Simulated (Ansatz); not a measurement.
# TiO2: response to biaxial strain in the a-b plane

An exercise on one series of results from a longer session: the logs are not shown, and one member is left open.

Computed with Ansatz 0.2.0 (DFT r2SCAN+U, scalar-relativistic, plane waves, PAW, unless a step's input says otherwise).

2 further runs of the same task are left out: 2 set aside as unsound or not needed.

## The starting structure

Symmetry: Pbcn, No. 60, orthorhombic system. Conventional cell: a = 4.556 Å, b = 5.509 Å, c = 4.947 Å, α = 90.00°, β = 90.00°, γ = 90.00°. Ti (site symmetry 2) has 6 O at 1.91 to 2.06 Å in its first shell of neighbours. O (site symmetry 1) has 3 Ti at 1.91 to 2.06 Å in its first shell of neighbours.

Coordinates:

```cif
data_structure
_symmetry_space_group_name_H-M 'P 1'
_symmetry_Int_Tables_number 1
_cell_length_a 4.5564
_cell_length_b 5.5092
_cell_length_c 4.9472
_cell_angle_alpha 90.000
_cell_angle_beta 90.000
_cell_angle_gamma 90.000
_cell_volume 124.18
loop_
_atom_site_label
_atom_site_type_symbol
_atom_site_fract_x
_atom_site_fract_y
_atom_site_fract_z
_atom_site_occupancy
Ti1 Ti 0.50000 0.66859 0.75000 1
Ti2 Ti 0.00000 0.83141 0.25000 1
Ti3 Ti 0.50000 0.33141 0.25000 1
Ti4 Ti 0.00000 0.16859 0.75000 1
O1 O 0.72759 0.61637 0.08095 1
O2 O 0.22759 0.88363 0.91905 1
O3 O 0.77241 0.88363 0.58095 1
O4 O 0.27241 0.61637 0.41905 1
O5 O 0.72759 0.38363 0.58095 1
O6 O 0.22759 0.11637 0.41905 1
O7 O 0.77241 0.11637 0.08095 1
O8 O 0.27241 0.38363 0.91905 1
```

It goes back to an entry of the Materials Project, which need not be the stable form.

It is the result of an earlier relaxation at this level (volume 10.35 Å³/atom; gap on the mesh: 3.39 eV).

The unstrained cell comes from an earlier run at this level (12 atoms, E(σ→0) -14572.3652 eV, gap 3.39 eV over the zone).

The first run:

Contents of input.yaml:

```yaml
crystal:
  lattice:
    - [4.5108043707, 0.0, 0.0]
    - [0.0, 5.4540913994, 0.0]
    - [0.0, 0.0, 4.9768439724]
  atoms:
    - { symbol: Ti, position: [0.5, 0.6685858255, 0.75] }
    - { symbol: Ti, position: [0.0, 0.8314141745, 0.25] }
    - { symbol: Ti, position: [0.5, 0.3314141745, 0.25] }
    - { symbol: Ti, position: [0.0, 0.1685858255, 0.75] }
    - { symbol: O, position: [0.7275911767, 0.6163679017, 0.0809487347] }
    - { symbol: O, position: [0.2275911767, 0.8836320983, 0.9190512653] }
    - { symbol: O, position: [0.7724088233, 0.8836320983, 0.5809487347] }
    - { symbol: O, position: [0.2724088233, 0.6163679017, 0.4190512653] }
    - { symbol: O, position: [0.7275911767, 0.3836320983, 0.5809487347] }
    - { symbol: O, position: [0.2275911767, 0.1163679017, 0.4190512653] }
    - { symbol: O, position: [0.7724088233, 0.1163679017, 0.0809487347] }
    - { symbol: O, position: [0.2724088233, 0.3836320983, 0.9190512653] }
basis:
  ecutwfc: 500
kpoints:
  mp_grid: { grid: [6, 4, 6] }
hamiltonian:
  xc: r2scan
  hubbard: { sites: [{ species: Ti, l: d, u_eff: 4.0 }] }
scf:
  occupations: { method: gaussian, width: 0.02 }
output:
  forces: true
  stress: true
  eigenvalues: true
relax:
  adjacent_minimum: "off"
  f_tol: 0.008
  max_steps: 40
  cell: { stress_tol: 0.015, fix: [a, b, gamma] }
```

Command:

```sh
$ ansatz run input.yaml --threads 2 --pin off --max-ram 5120MiB --backend cpu --events-out ev --progress --plain --runs-dir out
```

Among the steps run: Strain -1.0 %; The gap over the whole zone at -1.0 %; Strain +1.0 %; Band edges over the zone at +1.0 %; The cell strained by -2.0 %; The gap over the whole zone at -2.0 %; At +2.0 %; Seeking the band edges at +2.0 %.

One table of the session follows, with a row left open; its other results are not shown here.

It belongs to the step «Energy, stress and gap against strain». Lengths are those of the vectors of the cell that was run; stresses in GPa:

| strain (%) | ΔE (meV/atom) | a (Å) | b (Å) | c (Å) |
| --- | --- | --- | --- | --- |
| -2.0 | 10.7 | 4.465 | 5.399 | 5.028 |
| -1.0 | ? | ? | ? | ? |
| +0.0 | 0.0 | 4.556 | 5.509 | 4.947 |
| +1.0 | 2.5 | 4.602 | 5.564 | 4.906 |
| +2.0 | 9.5 | 4.647 | 5.619 | 4.866 |

**Question.** Estimate the row for strain (%) = -1.0.

Worked estimate for «ΔE (meV/atom)». A straight line through the neighbours (-2.0, 10.7) and (0.0, 0.0) gives 10.7 + (0.0 − 10.7) × (-1.0 + 2.0) / (0.0 + 2.0) = 5.3; a parabola fitted to 3 rows on both sides gives 2.7.

As computed: ΔE (meV/atom): 2.6; a (Å): 4.511; b (Å): 5.454; c (Å): 4.987. In «ΔE (meV/atom)» the line misses by +2.7 and the parabola by +0.1.

ΔE is over the unstrained cell. Stress in GPa, positive in compression, on the Cartesian axes of the input.
